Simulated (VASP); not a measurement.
Set up this calculation in VASP 6.6.1, as the native input.

- Task: single point
- Functional: PBE
- Potentials or basis: VASP PAW PBE potentials, release 64 (Sr_sv)
- Cutoff: 520 eV
- k mesh: 12 × 12 × 12
- Occupations: gaussian, width 0.05 eV
- Spin: no spin polarisation
- Dipole correction: no
- Further INCAR settings: ALGO = Fast; EDIFF = 1e-06; NBANDS = 11

The structure of Sr lies in POSCAR:

```
Sr
1.0
   -2.3780826802      2.3780826802      2.3780826802
    2.3780826802     -2.3780826802      2.3780826802
    2.3780826802      2.3780826802     -2.3780826802
Sr
1
Direct
    0.0000000000      0.0000000000      0.0000000000
```

The cell was built by a generator and needn't be a form met in nature.

One way to write it, as run:

INCAR

```
  PREC = Accurate
  ENCUT = 520
  EDIFF = 1E-6
  ISMEAR = 0
  SIGMA = 0.05
  LREAL = F
  LASPH = T
  NELM = 100
  ALGO = Fast
  ISIF = 2
  LWAVE = F
  LCHARG = T
  GGA = PE
  LELF = T
  LVHAR = T
  NBANDS = 11
```

KPOINTS

```
Automatic mesh
0
Gamma
  12 12 12
```

Potentials or basis: VASP PAW PBE potentials, release 64 (Sr_sv).

Command:

```sh
$ cat potpaw_PBE.64/Sr_sv/POTCAR > POTCAR
$ mpirun -np 1 vasp_std > vasp.out
```

Results of the run:

| Quantity | Value |
| --- | --- |
| Pressure | 0.0 GPa |
| Band gap on the k mesh | none (metal or under the smearing width) |

Run time: 16 s on 1 thread of Intel(R) Xeon(R) 6975P-C (Granite Rapids), on a shared host, peak memory 0.2 GiB.
